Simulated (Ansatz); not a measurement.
**TePb: computed properties**

These are results of DFT r2SCAN, scalar-relativistic, plane waves, PAW in Ansatz, not measurements.

Cutoff 500 eV; k points 8×8×8 on the computed 2-atom cell (Γ-centred); Gaussian smearing, width 0.02 eV; no spin polarisation.

The structure is relaxed at this level of theory with its symmetry kept.

Symmetry: Fm-3m, No. 225, cubic system. The conventional cell has a = 6.536 Å, b = 6.536 Å, c = 6.536 Å, α = 90.00°, β = 90.00°, γ = 90.00°. Te (site symmetry m-3m) is surrounded by 6 Pb at 3.27 Å. Pb (site symmetry m-3m) is surrounded by 6 Te at 3.27 Å.

- Volume per atom: 34.91 Å³
- Formation energy from the elements' standard states (uncorrected): -0.505 eV/atom
- Generalised Kohn–Sham band gap: 1.09 eV, direct at L
- Löwdin character of the top 1 eV of the valence band: Te 5p 76 %, Pb 6s 12 %, Pb 6p 10 %
- Löwdin character of the lowest 1 eV of the conduction band: Pb 6p 80 %, Te 5s 9 %, Te 5p 7 %
- Electron masses at the edge by Cartesian direction of the standard setting (m_e; degenerate bands sorted by energy; no spin-orbit coupling): x: 0.16; y: 0.16; z: 0.16
- Hole masses at the edge by Cartesian direction of the standard setting (m_e; degenerate bands sorted by energy; no spin-orbit coupling): x: 0.12; y: 0.12; z: 0.12
- Bulk modulus: 42 GPa
- Its pressure derivative: 4.5
- Electronic dielectric constant xx, yy, zz of the standard setting (independent particles): 22.1, 22.1, 22.1
- Bader charges (e): Te (1 in the cell) -0.78, Pb (1 in the cell) 0.78

Spin-orbit coupling is left out, which matters for the bands of heavy elements.